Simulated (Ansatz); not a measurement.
# CdS (zincblende type): the cost of one run

Computed with Ansatz 0.2.0 (DFT PBEsol, with the methods named in each step, unless a step's input says otherwise).

## (1) The structure to begin with

It takes space group F-43m (No. 216, cubic). Conventional cell: a = 5.824 Å, b = 5.824 Å, c = 5.824 Å, α = 90.00°, β = 90.00°, γ = 90.00°. Cd (site symmetry -43m) has 4 S at 2.52 Å in its first shell of neighbours. S (site symmetry -43m) has 4 Cd at 2.52 Å in its first shell of neighbours.

As a file:

```
Cd S
1.0
     0.00000    2.91220    2.91220
     2.91220    0.00000    2.91220
     2.91220    2.91220    0.00000
Cd S
1 1
Direct
  0.00000 0.00000 0.00000
  0.25000 0.25000 0.25000
```

Whether this phase is the stable one at these pressures isn't tested.

Atoms are numbered in the order of the input: Cd1, S2.

## (2) The reference volume, LAPW

input.yaml reads:

```yaml
crystal:
  lattice:
    - [0.0, 2.9121972232, 2.9121972232]
    - [2.9121972232, 0.0, 2.9121972232]
    - [2.9121972232, 2.9121972232, 0.0]
  atoms:
    - { symbol: Cd, position: [0.0, 0.0, 0.0] }
    - { symbol: S, position: [0.25, 0.25, 0.25] }
kpoints:
  mp_grid: { grid: [11, 11, 11] }
  band_path:
    path:
      - [0.0, 0.0, 0.0]
      - [-0.5, -0.5, 0.0]
      - [-0.375, -0.375, 0.25]
      - [-0.375, 0.0, 0.375]
      - [0.0, 0.0, 0.0]
      - [0.0, 0.0, 0.5]
      - [-0.5, -0.25, 0.25]
      - [-0.5, -0.5, 0.0]
    npoints: 14
scf:
  occupations: { method: fermi_dirac, width: 0.08 }
hamiltonian:
  xc: pbesol
  pseudopotentials: { kind: all_electron, lapw: { basis_error: 0.001 } }
output:
  forces: true
  stress: true
  eigenvalues: true
  populations: true
  dos: { projected: true, de: 0.2, e_range: [-14, 8] }
```

The run is started by

```bash
$ ansatz run input.yaml --threads 1 --pin off --max-ram 2048MiB --backend cpu --events-out ev --progress --plain --runs-dir out
```

What time and memory should one allow on 1 thread of Arm Neoverse V1, shared host?

About 33 s, with a peak of 0.32 GiB.
